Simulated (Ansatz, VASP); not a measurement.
# TiO2 in two plane-wave programs

Aim: how closely do two programs agree when they are given the same cell, functional and k mesh? The cell is taken from a series of runs on this material, whose earlier steps may have relaxed, scaled, displaced or heated it; both programs get it as it stands.

Calculated with Ansatz 0.2.0; plane waves, with VASP 6.6.1 beside it; dielectric response at LDA.

### Step 1. The starting structure

Symmetry: C2/m, No. 12, monoclinic system. The conventional cell has a = 12.307 Å, b = 3.767 Å, c = 6.616 Å, α = 90.00°, β = 106.95°, γ = 90.00°. Nearest to Ti lie 5 O at 1.78 to 2.03 Å. Nearest to Ti lie 6 O at 1.86 to 2.16 Å. Nearest to O lie 3 Ti at 1.86 to 2.16 Å. Nearest to O lie 3 Ti at 1.94 to 2.03 Å. Nearest to O lie 2 Ti at 1.78 to 1.87 Å. Nearest to O lie 3 Ti at 1.96 to 2.16 Å. Farther neighbours and most contacts between anions are not listed.

### Step 2. Ansatz: dielectric response, LDA

Ansatz runs on its PAW soft_1 files.

The response to a field tests empty states and converges slowly with the mesh.

input.yaml reads:

```yaml
crystal:
  lattice:
    - [6.1535771931, -1.8834685, 0.0]
    - [6.1535771931, 1.8834685, 0.0]
    - [-1.9283261078, 0.0, 6.3289668713]
  atoms:
    - { symbol: Ti, position: [0.804714, 0.804714, 0.716238] }
    - { symbol: Ti, position: [0.099929, 0.099929, 0.710398] }
    - { symbol: Ti, position: [0.195286, 0.195286, 0.283762] }
    - { symbol: Ti, position: [0.900071, 0.900071, 0.289602] }
    - { symbol: O, position: [0.0583525, 0.0583525, 0.369979] }
    - { symbol: O, position: [0.638069, 0.638069, 0.706603] }
    - { symbol: O, position: [0.1328115, 0.1328115, 0.004709] }
    - { symbol: O, position: [0.9416475, 0.9416475, 0.630021] }
    - { symbol: O, position: [0.7365115, 0.7365115, 0.3475] }
    - { symbol: O, position: [0.8671885, 0.8671885, 0.995291] }
    - { symbol: O, position: [0.2634885, 0.2634885, 0.6525] }
    - { symbol: O, position: [0.361931, 0.361931, 0.293397] }
kpoints:
  mp_grid: { grid: [6, 6, 4] }
hamiltonian:
  xc: lda
  pseudopotentials: { kind: paw, azcp: { folder: soft_1 }, xc_functional: pbe }
scf:
  occupations: { method: fixed }
dielectric: {}
```

Run with:

```console
> ansatz run input.yaml --threads 3 --pin off --max-ram 92160MiB --backend cuda --events-out ev --progress --plain --runs-dir out --devices 1 --max-vram 13GiB
```

Numbers of over 12 decimals in the logs are rounded to 6 here.

The program printed:

```text
GPUs: using 1 of 1 available (devices: 1).
Engine: ansatz 0.2.0, x86_64-unknown-linux-gnu
Pseudopotentials: kind: paw
Pseudopotential: Ti, paw, valence charge 12, recommended cutoff 420 eV (normal), soft_1/Ti.paw.azcp
Pseudopotential: O, paw, valence charge 6, recommended cutoff 420 eV (normal), soft_1/O.paw.azcp
Functional definition: SPW92
  exchange = slater_x
  correlation = pw_c
device memory: the entry about to start is reckoned to put 4.5 GiB on a device that reports 39.0 GiB free (of which the cap on the GPU budget leaves the run 13.0 GiB)
GPU FFT provider: cuFFT
GPU libraries: cuBLAS 13.8.2, cuFFT 12.4.0, cuSOLVER 12.3.4
Crystal: 12 atoms, lattice volume = 146.706 Å³
Basis set: ecut = 420 eV, 2869 PW (Γ), exchange–correlation on 90×90×90 points (8 copies of the dense FFT grid, shifted against one another)
Bands: 60, of which v1, the nominal top of the filled ones, is band 48 counted from 1 (47 counted from 0)
Symmetry: 4 space group operations
k-points: 76 of 144 (irreducible under 1 space group operation, time reversal used)
Non-local potential: Ti, projectors of the file, l = 0: 3, l = 1: 2, l = 2: 3, l = 3: 1
Non-local potential: O, projectors of the file, l = 0: 2, l = 1: 2, l = 2: 1
PAW form: soft (Blöchl's): semilocal exchange-correlation on the pseudo side does not see the compensation charge
PAW frozen core: Ti, regenerated for the run's functional, and the local potential with it (the file was generated under x = pbe(κ = 0.804, μ = 0.219515), c = pbe(β = 0.066725))
PAW frozen core: O, regenerated for the run's functional, and the local potential with it (the file was generated under x = pbe(κ = 0.804, μ = 0.219515), c = pbe(β = 0.066725))
PAW one-centre angular grid: Ti, 590 points (default); XC on 64 Gauss nodes
PAW one-centre angular grid: O, 110 points (default); XC on 64 Gauss nodes
Initial density: superposition of atomic densities (chi_scale 0.1, normalization cell, long waves kept (reshape's long-wave potential 0.08 eV rms))
Initial wavefunctions: pseudopotential atomic-orbital guess
GPU buffer pool allocated for 91125 grid points (all kernels)
GPU transforms: local potential and band sums: pruned to the plane-wave sphere, on 45×45×45
Functional: x = slater, c = lda
SCF iter   1: F=—  HF=-14261.517802 eV  |F-HF|=—  |Δ(HF+E_count)|=         —  Δρ=4.91e-2  dr2=4.29e0  ethr=3.10e-3  ⟨swp⟩=3.0  Hψ=13682  notcnv=0  defer=438
preconditioner: auto → Resta (q_TF=auto, 2.542 Å⁻¹)  ε∞=7.6  [insulator: Δε(μ)=2.476 eV  Ē_g=9.528 eV  n_scr=44 (ndim 8)  ℏωp=24.5 eV  f_vac=0.045  ε∞_Penn≈7.6]
SCF iter   2: F=—  HF=-14260.961299 eV  |F-HF|=—  |Δ(HF+E_count)|=   5.57e-1  Δρ=2.95e-2  dr2=1.47e0  ethr=3.10e-3  ⟨swp⟩=3.0  Hψ=7958  notcnv=0  defer=614
SCF iter   3: F=—  HF=-14260.740529 eV  |F-HF|=—  |Δ(HF+E_count)|=   2.21e-1  Δρ=2.35e-2  dr2=1.05e0  ethr=1.53e-3  ⟨swp⟩=2.7  Hψ=6717  notcnv=0  defer=678
SCF iter   4: F=—  HF=-14260.549886 eV  |F-HF|=—  |Δ(HF+E_count)|=   1.91e-1  Δρ=4.88e-3  dr2=5.81e-2  ethr=1.09e-3  ⟨swp⟩=2.9  Hψ=7889  notcnv=0  defer=540
SCF iter   5: F=—  HF=-14260.550535 eV  |F-HF|=—  |Δ(HF+E_count)|=   6.49e-4  Δρ=4.22e-3  dr2=2.94e-2  ethr=6.05e-5  ⟨swp⟩=2.0  Hψ=6172  notcnv=0  defer=760
SCF iter   6: F=—  HF=-14260.549270 eV  |F-HF|=—  |Δ(HF+E_count)|=   1.27e-3  Δρ=2.02e-3  dr2=6.64e-3  ethr=3.06e-5  ⟨swp⟩=2.0  Hψ=6729  notcnv=0  defer=760
SCF iter   7: F=—  HF=-14260.550168 eV  |F-HF|=—  |Δ(HF+E_count)|=   8.98e-4  Δρ=1.16e-3  dr2=2.38e-3  ethr=6.92e-6  ⟨swp⟩=2.0  Hψ=6290  notcnv=0  defer=760
SCF iter   8: F=—  HF=-14260.550458 eV  |F-HF|=—  |Δ(HF+E_count)|=   2.90e-4  Δρ=3.62e-4  dr2=2.77e-4  ethr=2.48e-6  ⟨swp⟩=2.0  Hψ=6211  notcnv=0  defer=760
SCF iter   9: F=—  HF=-14260.549820 eV  |F-HF|=—  |Δ(HF+E_count)|=   6.38e-4  Δρ=2.66e-4  dr2=1.45e-4  ethr=2.89e-7  ⟨swp⟩=2.0  Hψ=6168  notcnv=0  defer=760
SCF iter  10: F=—  HF=-14260.550006 eV  |F-HF|=—  |Δ(HF+E_count)|=   1.86e-4  Δρ=8.07e-5  dr2=1.50e-5  ethr=1.51e-7  ⟨swp⟩=2.0  Hψ=6126  notcnv=0  defer=636
[...]
SCF iter  13: F=—  HF=-14260.550411 eV  |F-HF|=—  |Δ(HF+E_count)|=   1.10e-8  Δρ=8.52e-6  dr2=9.55e-8  ethr=1.87e-10  ⟨swp⟩=2.0  Hψ=6558  notcnv=0  defer=396
SCF iter  14: F=—  HF=-14260.550411 eV  |F-HF|=—  |Δ(HF+E_count)|=   9.38e-9  Δρ=1.67e-6  dr2=5.47e-9  ethr=9.95e-11  ⟨swp⟩=2.0  Hψ=6294  notcnv=0  defer=396
SCF iter  15: F=—  HF=-14260.550411 eV  |F-HF|=—  |Δ(HF+E_count)|=  2.36e-10  Δρ=1.51e-6  dr2=3.42e-9  ethr=5.69e-12  ⟨swp⟩=2.0  Hψ=6595  notcnv=0  defer=396
SCF iter  16: F=—  HF=-14260.550411 eV  |F-HF|=—  |Δ(HF+E_count)|=  1.00e-10  Δρ=4.65e-7  dr2=3.76e-10  ethr=3.56e-12  ⟨swp⟩=2.0  Hψ=6566  notcnv=0  defer=396
[...]
SCF 1 converged in 18 iterations: F = -14260.550411 eV  dr2 = 1.66e-11
  greatest PAW one-centre occupation: 0.998 electrons in one spin orbital (limit 2), on the Ti atom at site 2 (counted from 0), in its partial waves of l = 0
the response reads at least the filled bands of the reference SCF and the lowest empty band at each k-point, and that SCF's band table does not vouch for those bands. The notice of the band table in this run's record says why
device memory: the entry about to start is reckoned to put 1.2 GiB on a device that reports 42.5 GiB free (of which the cap on the GPU budget leaves the run 12.8 GiB)
[...]
device memory: the entry about to start is reckoned to put 3.5 GiB (of the 3.8 GiB reckoned in all, the device holds 0.3 GiB already) on a device that reports 42.5 GiB free (of which the cap on the GPU budget leaves the run 12.8 GiB)
DFPT response loops at Γ: preconditioner auto → Resta (q_TF=auto, 2.542 Å⁻¹)  ε∞=4.7 (no band partly filled); β = 1.00, the filter's whole step (`scf.mixing.beta` (0.50) is not read by the response loops at its default; to damp them type it under 1.00, their step now; it binds the ground state too); Broyden in place of MSR1
── the response to a field inside a basis, on 6×6×4 k-points: an SCF that follows is theirs, and a resumed run solves both again ──
device memory: the entry about to start is reckoned to put 0.6 GiB on a device that reports 37.9 GiB free (of which the cap on the GPU budget leaves the run 12.8 GiB)
GPU FFT provider: cuFFT
GPU libraries: cuBLAS 13.8.2, cuFFT 12.4.0, cuSOLVER 12.3.4
Bands: 49, of which v1, the nominal top of the filled ones, is band 48 counted from 1 (47 counted from 0)
k-points: 42 of 144
Initial density: handed on by an earlier stage of this run
Initial wavefunctions: pseudopotential atomic-orbital guess (no wavefunctions were taken with the density)
GPU buffer pool allocated for 91125 grid points (all kernels)
GPU transforms: band sums: pruned to the plane-wave sphere, on 45×45×45
Eigensolver: Dense (42 Hₖ)
SCF iter   1: F=—  HF=-14260.385835 eV  |F-HF|=—  |Δ(HF+E_count)|=         —  Δρ=5.20e-4  dr2=1.11e-4  ethr=1.00e-1
preconditioner: auto → Resta (q_TF=auto, 2.542 Å⁻¹)  ε∞=9.2  [insulator: Δε(μ)=2.694 eV  Ē_g=8.586 eV  n_scr=44 (ndim 8)  ℏωp=24.5 eV  f_vac=0.124  ε∞_Penn≈9.2]
SCF iter   2: F=—  HF=-14260.385849 eV  |F-HF|=—  |Δ(HF+E_count)|=   1.45e-5  Δρ=2.71e-4  dr2=4.60e-5  ethr=1.15e-7
SCF iter   3: F=—  HF=-14260.385859 eV  |F-HF|=—  |Δ(HF+E_count)|=   9.26e-6  Δρ=1.67e-4  dr2=2.67e-5  ethr=4.79e-8
SCF iter   4: F=—  HF=-14260.385855 eV  |F-HF|=—  |Δ(HF+E_count)|=   3.19e-6  Δρ=2.55e-5  dr2=1.01e-6  ethr=2.78e-8
SCF iter   5: F=—  HF=-14260.385855 eV  |F-HF|=—  |Δ(HF+E_count)|=   1.83e-8  Δρ=1.91e-5  dr2=6.63e-7  ethr=1.05e-9
SCF iter   6: F=-14260.385855 eV  HF=-14260.385855 eV  |F-HF|=5.65e-9  |Δ(HF+E_count)|=   5.37e-8  Δρ=4.11e-6  dr2=4.28e-8  ethr=6.91e-10
SCF 1 converged in 6 iterations: F = -14260.385855 eV  dr2 = 4.28e-8
device memory: the entry about to start is reckoned to put 0.1 GiB (of the 0.2 GiB reckoned in all, the device holds 0.2 GiB already) on a device that reports 37.7 GiB free (of which the cap on the GPU budget leaves the run 12.6 GiB)
device memory: the entry about to start is reckoned to put 3.4 GiB on a device that reports 37.6 GiB free (of which the cap on the GPU budget leaves the run 12.6 GiB)
DFPT response loops at Γ: mixed as the last ones told, above
SCF converged after 18 iterations
Free energy (F): -14260.550411 eV
Harris-Foulkes:  -14260.550411 eV  (|F-HF|=0.00e0)
Internal energy: -14260.550411 eV  (E = F + TS)
E sigma→0 (E₀):  -14260.550411 eV
Fermi energy:    5.699984 eV
--- Per-component energies (eV) ---
  E_band       = -1025.832184
  E_kinetic    = 2444.324449
  E_local      = -8201.610954  (includes V_loc(G=0)·N_el)
  E_nonlocal   = 679.082734
  E_hartree    = 3195.407493
  E_xc         = -1021.648142
  E_vxc        = -1301.577786  (∫ρ·V_xc dr)
  E_paw        = -5177.788343  (= ΣΔE_a)
  E_vpaw       = -1036.871755  (= ΣTr[D̂ρ^β])
  E_aug_tail   = 0.006006  (compensation charges beyond the density's cutoff)
  E_ewald      = -6180.402828
  E_core_change = 2.079174  (= ΣΔE_core)
  E_smearing   = -0.000000  (= −TS)
  E_closure    = -0.000000  (closes the sum)
  Σ components = -14260.550411   (vs F -14260.550411, Δ=0.00e0)
--- Band table (eV; the first three rows and the last of 76) ---
  k-point 0: bands = [... 44 lower, 4.9479, 4.9503, 5.3520, 5.5263, 8.3713, 8.7221, 8.9709, 8.9750, ... 8 higher]
  k-point 1: bands = [... 44 lower, 4.9929, 5.0178, 5.2872, 5.3733, 8.4188, 8.7679, 8.9259, 8.9781, ... 8 higher]
  k-point 2: bands = [... 44 lower, 5.0046, 5.0405, 5.1131, 5.2710, 8.4874, 8.7509, 8.9131, 9.0392, ... 8 higher]
  k-point 75: bands = [... 44 lower, 4.8583, 5.2933, 5.4851, 5.5089, 8.6312, 8.7466, 8.8798, 9.0444, ... 8 higher]
--- Dielectric response (ions clamped): 3 representative field directions + reference, inside a basis on a mesh of 144 k-points (Σ response iterations 24) ---
  ε∞ (high-frequency dielectric tensor):
        6.025883     0.000000     0.092897
        0.000000     6.251884     0.000000
        0.092897     0.000000     6.287678
  Born effective charges Z* (e; rows j = field, columns β = displacement):
    site 0:
         5.89440   -0.00000   -0.51892
        -0.00000    5.49923    0.00000
        -0.19388    0.00000    5.86117
    site 1:
         5.51371    0.00000    0.79815
         0.00000    6.42262    0.00000
         0.41726    0.00000    6.41349
    site 2:
         5.89440   -0.00000   -0.51892
        -0.00000    5.49923    0.00000
        -0.19388    0.00000    5.86117
    site 3:
         5.51371    0.00000    0.79815
         0.00000    6.42262    0.00000
         0.41726    0.00000    6.41349
    site 4:
        -5.62324   -0.00000   -0.12446
        -0.00000   -0.99081   -0.00000
        -0.08239   -0.00000   -2.80160
    site 5:
        -2.60796   -0.00000   -0.07645
        -0.00000   -5.37130   -0.00000
        -0.02315   -0.00000   -1.18661
    site 6:
        -0.89103   -0.00000   -0.13702
        -0.00000   -0.98157   -0.00000
        -0.17957   -0.00000   -6.27170
    site 7:
[...]
site 8:
[...]
site 9:
[...]
-0.00000   -0.98157   -0.00000
        -0.17957   -0.00000   -6.27170
    site 10:
        -2.28587    0.00000    0.05870
         0.00000   -4.57817   -0.00000
         0.06173   -0.00000   -2.01475
    site 11:
        -2.60796   -0.00000   -0.07645
        -0.00000   -5.37130   -0.00000
        -0.02315   -0.00000   -1.18661
  Z* charge neutrality: 2.136e-2 e pre-enforcement
  solved inside a basis spanned on kpoints, on 6×6×4 k-points, its susceptibility summed on 8×8×6: ε∞ is read to err by 3.2e-2, Z* by 3.1e-2 e (field_mesh: kpoints solves on kpoints); Z* is corrected for what the basis lacks
```

In the SCF lines HF is the Harris–Foulkes energy and dr2 the Hartree energy of the density residual, in eV; the loop may stop once dr2 is under the threshold and the program's other checks hold. Hψ counts applications of the Hamiltonian.

[end of part 1 of 2]

[Lines on the potential files, build, host, timing and source positions are cut from VASP's logs without a mark.]

[Logs are printed without paths, hosts, clocks, repeated set-up lines and the standing remarks that a program may print on its own settings, such as how far it seeks lower states.]

[Hosts, paths, dates, database ids (printed as entryN), source tags and the programs' standing remarks are cut or masked in the printed files.]
